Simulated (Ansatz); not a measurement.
Layered crystal of Te$_{2}$Mo, relaxed:

```
CELL_PARAMETERS angstrom
6.33063 0.00000 -0.00612
0.00000 3.46914 0.00000
-0.96025 0.00000 13.27610
ATOMIC_POSITIONS crystal
Te 0.55654 0.75000 0.34523
Te 0.44346 0.25000 0.65477
Te 0.58911 0.25000 0.10668
Te 0.41089 0.75000 0.89332
Te 0.09680 0.75000 0.15548
Te 0.90320 0.25000 0.84452
Te 0.05352 0.25000 0.39288
Te 0.94648 0.75000 0.60712
Mo 0.31982 0.75000 0.50645
Mo 0.68018 0.25000 0.49355
Mo 0.18217 0.25000 0.00813
Mo 0.81783 0.75000 0.99187
```

Computed with DFT PBE+D3(BJ), scalar-relativistic, plane waves, PAW in Ansatz. Plane waves to 420 eV, a k mesh through Γ of 6×10×4 on the computed 12-atom cell and Gaussian smearing (0.10 eV); no spin polarisation.

**Question.** What does it cost to take out one layer and relax it free-standing?

**Answer.** 35.4 meV/Å² (130 meV/atom). The layer's area changes by -2.3 %. The layer is isolated along c and computed on a 10×6×1 mesh.

Gaps are read on the k meshes alone.

Spin-orbit coupling is left out, which matters for the bands of heavy elements.